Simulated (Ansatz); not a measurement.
# ZnSe: the cost of one run

Program: Ansatz 0.2.0. Level of theory: DFT PBE, scalar-relativistic, plane waves, PAW. These are calculated values, not measurements.

3 further runs of the same task are left out: 1 that didn't finish, 2 set aside as unsound or not needed.

### 1 The structure to begin with

The structure is cubic, space group F-43m (No. 216). Conventional cell: a = 5.732 Å, b = 5.732 Å, c = 5.732 Å, α = 90.00°, β = 90.00°, γ = 90.00°. Zn (site symmetry -43m) has 4 Se at 2.48 Å in its first shell of neighbours. Se (site symmetry -43m) is surrounded by 4 Zn at 2.48 Å.

Structure file:

```cif
data_structure
_symmetry_space_group_name_H-M 'P 1'
_symmetry_Int_Tables_number 1
_cell_length_a 4.0530
_cell_length_b 4.0530
_cell_length_c 4.0530
_cell_angle_alpha 60.000
_cell_angle_beta 60.000
_cell_angle_gamma 60.000
_cell_volume 47.08
loop_
_atom_site_label
_atom_site_type_symbol
_atom_site_fract_x
_atom_site_fract_y
_atom_site_fract_z
_atom_site_occupancy
Zn1 Zn 0.00000 0.00000 0.00000 1
Se1 Se 0.25000 0.25000 0.25000 1
```

It is the result of an earlier relaxation at this level (volume 23.54 Å³/atom; gap on the mesh: 1.15 eV).

### 2 Next: the [110] wire, 12 host atoms a period

The wire is cut from the relaxed crystal, periodic along c with vacuum across. Atoms and period relax; energies count from the bulk, -4394.7682 eV an atom.

The cell holds 6 Zn, 6 Se: a = 15.100 Å, b = 19.300 Å, c = 4.053 Å, α = 90.00°, β = 90.00°, γ = 90.00°.

### 3 The relaxation run

Pressure and volume refer to the whole cell with its vacuum; only the period along c may change.

The input, input.yaml:

```yaml
crystal:
  lattice:
    - [15.1, 0.0, 0.0]
    - [0.0, 19.3, 0.0]
    - [0.0, 0.0, 4.05302313]
  atoms:
    - { symbol: Zn, position: [0.567103032, 0.5371233179, 0.0], spin: 0.3 }
    - { symbol: Zn, position: [0.567103032, 0.2401367749, 0.0], spin: 0.3 }
    - { symbol: Se, position: [0.567103032, 0.6113699536, 0.5], spin: 0.3 }
    - { symbol: Se, position: [0.567103032, 0.3143834107, 0.5], spin: 0.3 }
    - { symbol: Zn, position: [0.432896968, 0.6856165893, 0.5], spin: 0.3 }
    - { symbol: Zn, position: [0.432896968, 0.3886300464, 0.5], spin: 0.3 }
    - { symbol: Se, position: [0.7013090959, 0.4628766821, 0.0], spin: 0.3 }
    - { symbol: Zn, position: [0.7013090959, 0.3886300464, 0.5], spin: 0.3 }
    - { symbol: Se, position: [0.432896968, 0.7598632251, 0.0], spin: 0.3 }
    - { symbol: Se, position: [0.432896968, 0.4628766821, 0.0], spin: 0.3 }
    - { symbol: Zn, position: [0.2986909041, 0.5371233179, 0.0], spin: 0.3 }
    - { symbol: Se, position: [0.2986909041, 0.6113699536, 0.5], spin: 0.3 }
basis:
  ecutwfc: 420
kpoints:
  mp_grid: { grid: [1, 1, 8] }
hamiltonian:
  xc: pbe
scf:
  occupations: { method: gaussian, width: 0.05 }
output:
  forces: true
  stress: true
  eigenvalues: true
  populations: true
  write_density: true
  write_potential: true
  elf: true
  volumetric_format: npy
magnetization:
  spin_polarized: true
relax:
  adjacent_minimum: "off"
  f_tol: 0.02
  max_steps: 45
  cell: { fix: [a, b, alpha, beta, gamma], stress_tol: 0.03 }
```

Launch:

```bash
$ ansatz run input.yaml --threads 4 --pin off --max-ram 11264MiB --backend cpu --events-out ev --progress --plain --runs-dir out
```

**Question.** How long does this run take on 4 threads of Arm Neoverse V1, shared host, and how much memory does it need?

About 16 min, with a peak of 3.1 GiB.
